**Tunnelling images of a 1T-HfS$_2$ monolayer**

A sheet of HfS$_2$ (S, Hf and S planes; closed shell; PBE gap 1.218 eV) is imaged in the Tersoff-Hamann picture, where the current follows the density of all states between zero bias and the bias. Zero bias is mid-gap, so negative bias shows filled states and positive bias empty ones. Rows are cumulative, and a window is the difference of two successive rows. Bright over dark is the ratio of highest to lowest density in the tip plane, and corrugation is the height swing at a constant current set to that plane's mean. The apparent barrier is the decay of the mean density with height $z$, $e^{-2\kappa z}$, expressed as the energy $\hbar^2\kappa^2/2m$.

Ansatz 0.2.0, scalar-relativistic PBE+D3(BJ) with plane waves and PAW, for a free-standing HfS$_2$ monolayer without spin polarization. The cutoff is 420 eV, the k mesh 33 × 33 × 1 and the Gaussian smearing 0.05 eV. The images assume an s-wave tip, with the tip plane 4 Å above the top S nuclei.

| bias (V) | log10 mean density (log10 of e/angstrom^3) | bright over dark | corrugation (Å) | brightest over | apparent barrier at 4 angstrom (eV) |
| --- | --- | --- | --- | --- | --- |
| -2.600 | -5.318 | 2.227 | 0.278 | S | 7.975 |
| -1.800 | -5.384 | 1.889 | 0.225 | S | 7.492 |
| -1.200 | -5.713 | 1.660 | 0.182 | S | 7.192 |
| 0.850 | -6.398 | 5.251 | 0.620 | S | 7.601 |
| 1.200 | -5.806 | 2.769 | 0.401 | S | 6.589 |
| 1.800 | -5.336 | 2.139 | 0.320 | S | 5.686 |
| 2.400 | -4.938 | 1.602 | 0.215 | S | 4.629 |

**(a) The vacuum level lies 5.733 eV above zero bias, the conduction edge at +0.610 V, and $a$ = 3.62 Å. Why is the barrier at 0.85 V as high as 7.601 eV, and why does it then fall so far?**

*Solution.* A state leaks into vacuum according to the energy left for motion along the normal. Energy tied up in motion along the surface does not help, so a state whose phase alternates from cell to cell dies faster than a flat one. For a component of energy $E$ and in-plane wave vector $k$, the free-electron equation with $\psi\propto e^{ikx-\kappa z}$ gives

$$\frac{\hbar^2\kappa^2}{2m}=(E_{vac}-E)+\frac{\hbar^2k^2}{2m}.$$

This relation has no adjustable constant and is applied to each window; the analysis printed below gives the results.

The two limits are the zone centre Γ, where $k=0$, and the zone-edge point M, where the conduction minimum of 1T-HfS$_2$ is known to lie. At Γ the barrier of the first empty window would be $E_{vac}-E$ alone, and at M the in-plane term adds to it:

$$E_{vac}-E = 5.733-0.85=4.88 \ \text{ to } \ 5.733-0.610=5.12\ \text{eV},$$
$$k_M=\frac{2\pi}{\sqrt3\,a}=1.002\ \text{Å}^{-1},\qquad 3.81\ \text{eV Å}^2\times1.002^2=3.83\ \text{eV},$$
$$\text{barrier at M}=8.71 \ \text{ to } \ 8.95\ \text{eV}.$$

The computed barrier lies between these limits and nearer M.

The excess over $E_{vac}-E$ is 0.68 of the M value at mid-window, so the pure-M estimate is more than 1 eV too high. A likely reason, not resolved in $k$ here, is that the valley's states nearer Γ decay more slowly and dominate the tail, which needs a valley elongated in that direction. A potential not yet at the vacuum level at tip height helps a little: in the -1.2 V row the decay grows from 2.748 Å$^{-1}$ at 4 Å to 2.799 Å$^{-1}$ farther out, whereas a mixture of components alone would make it fall. This window also holds only 15 mesh levels, and PBE's too small gap is expected to put both band edges, and so every window, at too small a bias.

From the first to the last empty window the barrier falls by 3.62 eV while the mid-window energy rises by only 1.37 eV. The numbers therefore show a second contribution adding to that of energy, 2.25 eV at mid-window energies: the excess goes from between 2.48 and 2.72 eV to between 0.05 and 0.65 eV. Reading it as a drift of the visible states from M towards Γ is argued from the relation, since the densities are summed over $k$. The last window is the least secure, because the highest levels are loosely converged.

**(b) Why does corrugation fall with bias for empty states but rise for filled ones, and why does the filled density level off?**

*Solution.* Atomic contrast is interference between a component that reaches far and one that differs from it by a reciprocal lattice vector $G$. The mean density decays at $2\kappa_k$ and the first ripple at $\kappa_k+\kappa_{k-G}$, so contrast fades with height at the rate $\kappa_{k-G}-\kappa_k$. At M the two components have equal $|k|$ and the rate is zero. At Γ it is $\sqrt{\kappa^2+G^2}-\kappa$, slightly above 1 Å$^{-1}$ for the tabulated rows.

The same run gives corrugations at three heights, which tests the reading of (a) on a different quantity. The fading rate climbs at every step from 0.29 Å$^{-1}$ at 0.85 V to 0.84 Å$^{-1}$ at 2.4 V, moving from near the M limit towards the Γ limit just as the excess shrinks (the rates belong to cumulative rows, the excesses to single windows). Slowly decaying, flat contributions also outweigh their number: the top window gives 60% of its row's density from 33% of the states. They fill in the dark sites, and corrugation falls.

Filled states run the other way. Going deeper increases $E_{vac}-E$, but by only about 1 eV while the window barrier climbs from 7.19 to 11.24 eV, so energy alone accounts for the smaller part. The window from -0.85 to -1.2 V is close to the Γ limit, with an excess of 0.11 of the M value. The deepest window has 0.87 of it, which points to large in-plane momentum in the components that reach the tip, so its 47% of the row's states supply only 14% of the density. That is the levelling off at -2.6 V.

What little these deepest states add must be strongly rippled: 14% of the density lifts bright over dark from 1.889 to 2.227 with the same brightest and darkest sites, and the corrugation rises from 0.225 to 0.278 Å while its fading slows. The earlier rise, from 0.182 to 0.225 Å, comes with a window that supplies about half of its row's density. Its excess range overlaps that of the window before it, so the barrier does not resolve the cause of that first step. For a neighbouring positive bias the guide is that windows closer to vacuum and with smaller $k$ brighten and flatten the image.

**(c) Does a bright S site mean S-derived states, and does it hold at every bias?**

*Solution.* It marks the atom nearest the tip. The Hf plane carries 0.44 to 0.55 of each empty window, more than either S plane, yet Hf is the darkest site in all tabulated rows. Hf sits 1.455 Å below the top S, which carries the density nearest the tip. Depth does not order the dark sites, though: the site over the bottom S, 2.91 Å down, is brighter than Hf in every tabulated row, by 0.385 Å at 0.85 V, so that order is expected to follow the relative phase of the interfering components.

The rule fails at the valence edge. At -0.85 V the same run has top S as the darkest site, and a density only 0.09% of that at -1.2 V. The likely picture, not resolved in $k$ here, is a valence top at Γ made of in-plane S p orbitals, whose node passes through the point above the nucleus, so an s-wave tip sees a hole there. At Γ itself such states have no flat component, and just off Γ only a weak one, so the window can show an excess of 0.63 of the M value without zone-edge momentum; that outward-pointing S p$_z$ states take over by -1.2 V is a guess.

The simple limits also fail for that bias: contrast fades at 1.25 Å$^{-1}$, beyond the Γ value of 0.99 Å$^{-1}$, as expected when the dominant component changes with height (the decay drops from 3.05 Å$^{-1}$ at 4 Å to 2.63 Å$^{-1}$ farther out). The window holds 9 mesh levels, and spin-orbit coupling, left out here, splits such a band top.

Tabulated corrugations belong to different set points. At the current of the 0.85 V row the tip would stand about 1.5 Å higher at 2.4 V, where the corrugation is already 0.090 Å at 5 Å. A scan at fixed current would thus lose contrast with positive bias faster than the table shows. Doping or tip-induced band bending would shift the voltages at which all this happens.

The analysis program printed:

```
G = 2.004 1/A, k at M = 1.002 1/A, hbar^2 k^2/2m at M = 3.83 eV
vacuum above valence edge 6.34 eV, above conduction edge 5.12 eV
rows brightest over S: 7 of 7 (-0.85 V row is from further outputs: top S darkest)
window V | % of row states | % of row density | density/state 1e-6/A^3 | Hf share
 -0.61 to -0.85 |  100 | 100.0 |  0.019 | 0.13
 -0.85 to -1.20 |   85 |  99.9 |  3.736 | 0.19
 -1.20 to -1.80 |   72 |  53.1 |  1.410 | 0.20
 -1.80 to -2.60 |   47 |  14.1 |  0.348 | 0.23
  0.61 to  0.85 |  100 | 100.0 |  1.578 | 0.44
  0.85 to  1.20 |   64 |  74.4 |  2.575 | 0.47
  1.20 to  1.80 |   61 |  66.1 |  2.786 | 0.54
  1.80 to  2.40 |   33 |  60.0 |  7.901 | 0.55
window V | window barrier eV +- table rounding | Evac-E eV | excess eV | mid excess / M value
 -0.61 to -0.85 |  8.88 +-0.001 | 6.34-6.58 |  2.30 to  2.54 | 0.63
 -0.85 to -1.20 |  7.19 +-0.001 | 6.58-6.93 |  0.26 to  0.61 | 0.11
 -1.20 to -1.80 |  7.76 +-0.003 | 6.93-7.53 |  0.23 to  0.83 | 0.14
 -1.80 to -2.60 | 11.24 +-0.067 | 7.53-8.33 |  2.91 to  3.71 | 0.87
  0.61 to  0.85 |  7.60 +-0.001 | 4.88-5.12 |  2.48 to  2.72 | 0.68
  0.85 to  1.20 |  6.26 +-0.002 | 4.53-4.88 |  1.37 to  1.72 | 0.41
  1.20 to  1.80 |  5.25 +-0.002 | 3.93-4.53 |  0.72 to  1.32 | 0.27
  1.80 to  2.40 |  3.98 +-0.003 | 3.33-3.93 |  0.05 to  0.65 | 0.09
bias V | decay 1/A | corrugation 3,4,5 A | ln(ratio)/decay A | fade 1/A | Gamma-only fade 1/A | Hf minus bottom-S height A
-2.60 | 2.89 | 0.558 0.278 0.140 | 0.277 | 0.69 | 1.03 | -0.039
-1.80 | 2.80 | 0.496 0.225 0.107 | 0.227 | 0.77 | 1.04 | -0.025
-1.20 | 2.75 | 0.416 0.182 0.083 | 0.184 | 0.80 | 1.06 | -0.007
-0.85 | 3.05 | 0.756 0.245 0.062 | 0.206 | 1.25 | 0.99 | 0.053
 0.85 | 2.82 | 0.782 0.620 0.440 | 0.587 | 0.29 | 1.04 | -0.385
 1.20 | 2.63 | 0.640 0.401 0.238 | 0.387 | 0.49 | 1.08 | -0.221
 1.80 | 2.44 | 0.604 0.320 0.163 | 0.311 | 0.65 | 1.13 | -0.161
 2.40 | 2.20 | 0.487 0.215 0.090 | 0.214 | 0.84 | 1.19 | -0.086
fade expected for pure M states: 0 1/A
first to last empty window: barrier falls 3.62 eV, mid-window energy rises 1.37 eV, excess falls 2.25 eV
row barrier change 0.85 to 2.4 V: -2.97 eV; -1.2 to -2.6 V: +0.78 eV
density ratios: 2.4/0.85 V 28.8; -1.8/-1.2 V 2.13; -2.6/-1.8 V 1.16
density -0.85/-1.2 V 0.09 %; 0.85/-0.85 V 227
corrugation ratios at 4 A: 0.85/2.4 V 2.88; -2.6/-1.2 V 1.53
tip rise in A at the 0.85 V set point (decay at 4 A): 1.2 V 0.52, 1.8 V 1.00, 2.4 V 1.52
```
